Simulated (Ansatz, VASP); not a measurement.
**GaN in VASP and in Ansatz**

Contents of INCAR:

```
SYSTEM = GaN
PREC = Accurate
ENCUT = 520
EDIFF = 1E-6
ISMEAR = 0
SIGMA = 0.1
LREAL = .False.
LASPH = .True.
NELM = 60
ALGO = Normal
ISIF = 2
LWAVE = .False.
LCHARG = .False.
GGA = PE
NBANDS = 26
```

The input KPOINTS:

```
regular mesh
0
Gamma
  6 6 4
  0 0 0
```

Contents of POSCAR:

```
GaN
1.0
    3.3654121600      0.0000000000      0.0000000000
   -1.6827060800      2.9145324300      0.0000000000
    0.0000000000      0.0000000000      4.8154844600
Ga N
2 2
Direct
    0.3333333300      0.6666666700      0.7125336400
    0.6666666700      0.3333333300      0.2874663600
    0.3333333300      0.6666666700      0.1415886000
    0.6666666700      0.3333333300      0.8584114000
```

Input for Ansatz:

```yaml
crystal:
  lattice:
    - [3.36541216, 0.0, 0.0]
    - [-1.68270608, 2.91453243, 0.0]
    - [0.0, 0.0, 4.81548446]
  atoms:
    - { symbol: Ga, position: [0.33333333, 0.66666667, 0.71253364] }
    - { symbol: Ga, position: [0.66666667, 0.33333333, 0.28746636] }
    - { symbol: "N", position: [0.33333333, 0.66666667, 0.1415886] }
    - { symbol: "N", position: [0.66666667, 0.33333333, 0.8584114] }
basis:
  ecutwfc: 420
kpoints:
  mp_grid: { grid: [6, 6, 4] }
hamiltonian:
  xc: pbe
scf:
  occupations: { method: gaussian, width: 0.1 }
  lower_state_search: "off"
output:
  forces: true
  stress: true
  eigenvalues: true
```

Alike in both runs: task single point; functional PBE; k mesh 6 × 6 × 4; occupations gaussian, width 0.1 eV; no spin polarisation.

|  | VASP | Ansatz |
| --- | --- | --- |
| version | VASP 6.6.1 | Ansatz 0.2.0 |
| potentials or method | VASP PAW PBE potentials, release 64 (Ga_d, N) | scalar-relativistic, plane waves, PAW |
| plane-wave cutoff (eV) | 520 | 420 |
| valence electrons in the cell | 36 | 36 |

VASP gave:

```
gap on the k mesh at the Fermi level (eV)       : none
pressure (GPa)                                  : 4.7
largest component of the traceless stress (GPa) : 5.04
rms of the force components (eV/Å)              : 2.552
```

Task: Which values does Ansatz return?

Result: gap on the k mesh at the Fermi level (eV): none; pressure (GPa): 4.3; largest component of the traceless stress (GPa): 4.94; rms of the force components (eV/Å): 2.559.

Atom by atom the forces differ by 0.019 eV/Å (rms over components). A gap of «none» marks a metal or a gap that the smearing closes. The functional is the same, so the differences come from potentials, cutoffs and numerics.

Caveats: forces of over 1 eV/Å show positions far from the minimum, so gaps and moduli don't describe the material at rest.
